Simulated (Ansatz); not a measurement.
Al: moving Al off its site

Al, Fm-3m, a = 3.983 Å. Ansatz: PBE+D3(BJ), PAW, 420 eV, Γ-centred 14×14×14 mesh on 8 atoms, Gaussian smearing 0.15 eV; no spin polarisation.

```
CELL_PARAMETERS angstrom
-3.98273 3.98273 0.00000
-3.98273 0.00000 3.98273
0.00000 3.98273 3.98273
ATOMIC_POSITIONS crystal
Al 0.00000 0.00000 0.00000
Al 0.50000 0.00000 0.00000
Al 0.00000 0.50000 0.00000
Al 0.00000 0.00000 0.50000
Al 0.50000 0.50000 0.00000
Al 0.50000 0.00000 0.50000
Al 0.00000 0.50000 0.50000
Al 0.50000 0.50000 0.50000
```

Atom 1 (Al) moves by x along the unit vector (0.000, 1.000, 0.000), with its periodic images; all else is held. y is the free energy of the cell over the start, F the force along the path summed over the moved atoms. Symmetry makes y even in x.

| x (Å) | y (meV) | F (eV/Å) |
| --- | --- | --- |
| -0.2000 | ? | ? |
| -0.0667 | 11.8 | 0.36 |
| 0.0000 | 0.0 | 0.00 |
| 0.0333 | 2.9 | -0.18 |
| 0.1000 | 26.6 | -0.53 |
| 0.1333 | 47.4 | -0.72 |
| 0.1667 | 74.4 | -0.90 |

Fit y = c2 x² + c4 x⁴ to the energies of the other rows, give the force constant, and predict energy and force of the missing row.

Least squares on the rows shown. y = 2649 x² + 1010 x⁴. The force constant is 2 c2 = 5.30 eV/Å² (for all images moving together, not for a lone atom). The force −dy/dx at the missing row is 1.09 eV/Å (computed 1.09). At x = -0.2000 the fit asked for gives 107.6 meV. The run gave 107.5 meV, so the fit is 0.1 meV too high, a small miss on the scale of the series.